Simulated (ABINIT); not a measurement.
A run of ABINIT 10.8.3 (patched build):

The input run.abi:

```
pp_dirpath "./"
pseudos "Mo.upf, S.upf"

acell 3*1.0 Angstrom
rprim
     1.5800000000     0.9122134253     6.1500000000
    -1.5800000000     0.9122134253     6.1500000000
     0.0000000000    -1.8244268506     6.1500000000
ntypat 2
znucl 42 16
natom 3
typat 1 2 2
xred
     0.0000000000     0.0000000000     0.0000000000
     0.4170000000     0.4170000000     0.4170000000
     0.2500000000     0.2500000000     0.2500000000

ecut 40.0

kptopt 1
ngkpt 8 8 8
nshiftk 1
shiftk 0.0 0.0 0.0

ixc 11

nband 17
occopt 3
tsmear 0.05 eV

nstep 100
tolvrs 1.0e-10

iomode 3
prtwf 0
prteig 0
prtebands 0
prtden 1
prtvha 1
prtvclmb 1
prtpot 1
prtelf 1
```

Potentials or basis: PseudoDojo NC SR PBE v0.4.1 standard.

Launch:

```console
$ abinit run.abi > log 2>&1
```

Hardware: 1 thread of Intel(R) Xeon(R) Platinum 8488C (Sapphire Rapids), on a shared host.

Problem. How long does it take, and how much memory?

Solution. It took 9.7 min on 1 thread of Intel(R) Xeon(R) Platinum 8488C (Sapphire Rapids), on a shared host, peak memory 0.25 GiB. Counts: scf iterations 14, mpi ranks 1, k points 65, bands 17, plane waves 4389.
